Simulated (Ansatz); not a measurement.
TiO2, 12 atoms in the cell. It takes space group P2_1/c (No. 14, monoclinic). Conventional cell: a = 4.813 Å, b = 4.872 Å, c = 5.041 Å, α = 90.00°, β = 99.86°, γ = 90.00°. Around Ti (site symmetry 1) lie 6 O at 1.88 to 2.12 Å. Around O (site symmetry 1) lie 3 Ti at 1.88 to 2.03 Å. O (site symmetry 1) has 4 Ti at 2.00 to 2.20 Å as nearest neighbours. The cell comes from a database or a generator and needn't be the stable form of this composition.

* Program: Ansatz 0.2.0
* Task: relaxation of cell and atoms
* Functional: PBEsol
* Potentials or basis: Ansatz PAW
* Cutoff: 420 eV (not typed: the program's choice for these potentials)
* k mesh: 6 × 6 × 6
* Occupations: fermi-dirac, width 0.05 eV
* Spin: no spin polarisation

Potentials or basis: Ansatz PAW.

Launch:

```sh
$ ansatz run input.yaml --threads 4 --pin off --max-ram 11264MiB --backend cpu --events-out ev --progress --plain --runs-dir out
```

Hardware: 4 threads of Intel(R) Xeon(R) Processor @ 2.50GHz (Skylake/Cascade Lake), with other jobs on the host.

**Question.** Estimate the wall time of this run.

**Answer.** It took 2.6 min on 4 threads of Intel(R) Xeon(R) Processor @ 2.50GHz (Skylake/Cascade Lake), on a shared host, peak memory 0.82 GiB. Counts: scf iterations 58, plane waves 2245, k points 80, bands 60, ion steps 9.
